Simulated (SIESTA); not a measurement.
Crystal: Pb.

```
Pb
1.0
     0.00000    2.47502    2.47502
     2.47502    0.00000    2.47502
     2.47502    2.47502    0.00000
Pb
1
Cartesian
  0.0000 0.0000 0.0000
```

```yaml
Program: SIESTA 5.4.2
Task: single point
Functional: PBEsol
Potentials_or_basis: PseudoDojo 0.4 standard (PBEsol files)
Basis: DZP (energy shift 0.003 Ry; two zetas on semicore shells)
Grid_cutoff: 500 Ry
Energy_shift: 0.003 Ry
k_mesh: 9 × 9 × 9
Occupations: fermi-dirac, width 0.05 eV
Spin: no spin polarisation
```

On this cell: pressure 0.0 GPa; band gap on the k mesh none (metal or under the smearing width).

The same run follows on a disturbed copy (cell strained at random at fixed volume):

```
CELL_PARAMETERS angstrom
-0.00696 2.46968 2.44843
2.44759 -0.02698 2.46845
2.45382 2.49594 -0.03322
ATOMIC_POSITIONS crystal
Pb 0.98764 0.00709 0.01656
```

Problem. What changes?

Solution. The energy (extrapolated to zero smearing) moves by +1.9 meV/atom; pressure 0.1 GPa; band gap on the k mesh none (metal or under the smearing width).

Stress tensor (GPa, compression positive):
```
 0.22  0.00  0.16
 0.00 -0.12  0.71
 0.16  0.71  0.05
```

Caveats: the basis of atomic orbitals isn't converged, which shifts pressures, moduli and gaps.
